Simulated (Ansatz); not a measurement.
**Vanadium, fcc under m-r²SCAN: ground state and equation of state**

The plan for vanadium in the fcc structure: relax it, solve it on a dense k-mesh, then scale the cell to 7 volumes from 88 to 112 % of the relaxed one and try a fit of the equation of state. The start is ferromagnetic. The k-meshes are 14×14×14 for the relaxation; 23×23×23 for the dense run; 16×16×16 for the volumes.

This is V in the fcc structure; at room conditions it is bcc.

Method: DFT m-r2SCAN, plane waves (500 eV) with PAW, scalar-relativistic; PAW files made under PBE, frozen cores solved again for the functional; m-r²SCAN is r²SCAN on the gauge-invariant kinetic-energy density, in Ansatz 0.2.0.

## 1. The starting structure

Symmetry: Fm-3m, No. 225, cubic system. Conventional cell: a = 3.810 Å, b = 3.810 Å, c = 3.810 Å, α = 90.00°, β = 90.00°, γ = 90.00°. Around V (site symmetry m-3m) lie 12 V at 2.69 Å.

Structure file:

```cif
data_structure
_symmetry_space_group_name_H-M 'Fm-3m'
_symmetry_Int_Tables_number 225
_cell_length_a 3.8100
_cell_length_b 3.8100
_cell_length_c 3.8100
_cell_angle_alpha 90.000
_cell_angle_beta 90.000
_cell_angle_gamma 90.000
_cell_volume 55.31
loop_
_atom_site_label
_atom_site_type_symbol
_atom_site_symmetry_multiplicity
_atom_site_Wyckoff_symbol
_atom_site_fract_x
_atom_site_fract_y
_atom_site_fract_z
_atom_site_occupancy
V1 V 4 a 0.00000 0.00000 0.00000 1
```

Starting moments (μB): +1.

## 2. Relaxing cell and atoms

input.yaml

```yaml
crystal:
  lattice:
    - [0.0, 1.9050006274, 1.9050006274]
    - [1.9050006274, 0.0, 1.9050006274]
    - [1.9050006274, 1.9050006274, 0.0]
  atoms:
    - { symbol: V, position: [0.0, 0.0, 0.0], spin: 1.0 }
hamiltonian:
  xc: mr2scan
  pseudopotentials:
    kind: paw
    azcp:
      V: "pseudopotentials/V.paw.azcp"
basis:
  ecutwfc: 500
  fft_grid_basis: typed
kpoints:
  mp_grid: { grid: [14, 14, 14], shift: [0, 0, 0] }
magnetization:
  spin_polarized: true
scf:
  occupations: { method: fermi_dirac, width: 0.05 }
relax:
  max_steps: 60
  f_tol: 0.01
  cell: {}
```

Started as:

```
$ ansatz run input.yaml --threads 2 --pin off --max-ram 6144MiB --backend cpu --events-out ev --progress --plain --runs-dir out
```

Further steps of the session: The energy on a finer k-mesh; The cell scaled to 88 % of its volume; The cell scaled to 92 % of its volume; The cell scaled to 96 % of its volume; The cell scaled to 100 % of its volume; The cell scaled to 104 % of its volume; The cell scaled to 108 % of its volume; The cell scaled to 112 % of its volume.

**Question.** What will these runs give? Wanted: space group; conventional cell; volume; shortest distance; gap on the mesh; magnetic state; relative to bcc; V₀, B₀, B₀′.

**Answer**, as computed:

```
                      quantity                         value
space group (spins left aside)               Fm-3m (No. 225)
             conventional cell                   a = 3.800 Å
                        volume                13.717 Å³/atom
             shortest distance                       2.687 Å
               gap on the mesh  none (levels filled in part)
                magnetic state                  non-magnetic
               relative to bcc                 +243 meV/atom
                   V₀, B₀, B₀′  13.723 Å³/atom, 188 GPa, 3.7
```

**Reading.** The relaxation shrank the cell by 0.8 % in volume. Against the reference form of vanadium (bcc, computed apart with the same settings) it stands 243 meV/atom higher, so it is far from stable. The starting moments do not survive. Levels at the Fermi energy are filled in part, as in a metal. The fitted modulus is 188 GPa. The symmetry was held, so the structure may be unstable against distortions that break it.
